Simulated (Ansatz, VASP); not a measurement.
# One calculation of AlN, two programs

Contents of INCAR:

```
ALGO     = Normal         # electronic algorithm
EDIFF    = 1E-7           # SCF threshold, eV
ENCUT    = 520            # plane-wave cutoff, eV
GGA      = PE             # functional
ISIF     = 2              # what is computed and relaxed
ISMEAR   = 0              # smearing method
LASPH    = True           # aspherical terms in the spheres
LCHARG   = True           # write CHGCAR
LELF     = True           # ELF
LREAL    = False          # projectors in reciprocal space
LVHAR    = True         
LWAVE    = False          # write WAVECAR
NBANDS   = 16             # bands
NELM     = 60             # most SCF steps
PREC     = Accurate       # precision mode
SIGMA    = 0.05           # smearing width, eV
```

KPOINTS

```
k-points
0
Gamma
  9 9 6
```

POSCAR

```
AlN
1.0
    3.3963000000      0.0000000000      0.0000000000
   -1.6981500000      2.9412820789      0.0000000000
    0.0000000000      0.0000000000      3.8107000000
Al N
2 2
Direct
    0.3333333333      0.6666666667      0.7500000000
    0.6666666667      0.3333333333      0.2500000000
    0.3333333333      0.6666666667      0.2500000000
    0.6666666667      0.3333333333      0.7500000000
```

Input for Ansatz:

```yaml
crystal:
  lattice:
    - [3.3963, 0.0, 0.0]
    - [-1.69815, 2.9412820789, 0.0]
    - [0.0, 0.0, 3.8107]
  atoms:
    - { symbol: Al, position: [0.3333333333, 0.6666666667, 0.75] }
    - { symbol: Al, position: [0.6666666667, 0.3333333333, 0.25] }
    - { symbol: "N", position: [0.3333333333, 0.6666666667, 0.25] }
    - { symbol: "N", position: [0.6666666667, 0.3333333333, 0.75] }
basis:
  ecutwfc: 520.0
kpoints:
  mp_grid: { grid: [9, 9, 6] }
hamiltonian:
  xc: pbe
  pseudopotentials: { kind: paw, azcp: { folder: soft_1 } }
scf:
  occupations: { method: gaussian, width: 0.05 }
output:
  forces: true
  stress: true
  eigenvalues: true
```

Alike in both runs: task single point; functional PBE; k mesh 9 × 9 × 6; occupations gaussian, width 0.05 eV; no spin polarisation.

|  | VASP | Ansatz |
| --- | --- | --- |
| version | VASP 6.6.1 | Ansatz 0.2.0 |
| potentials or method | VASP PAW PBE potentials, release 64 (Al, N) | scalar-relativistic, plane waves, PAW |
| plane-wave cutoff (eV) | 520 | 520 |
| valence electrons in the cell | 16 | 16 |

|  | VASP | Ansatz | Ansatz less VASP |
| --- | --- | --- | --- |
| gap on the k mesh at the Fermi level (eV) | 3.90 | 3.89 | -0.010 |
| least direct gap on the mesh (eV) | 3.90 | 3.89 | -0.010 |
| pressure (GPa) | 12.3 | 12.4 | +0.10 |
| largest component of the traceless stress (GPa) | 21.24 | 21.03 | -0.217 |

With one functional, cell and mesh, what is left measures potentials, basis and numerics.
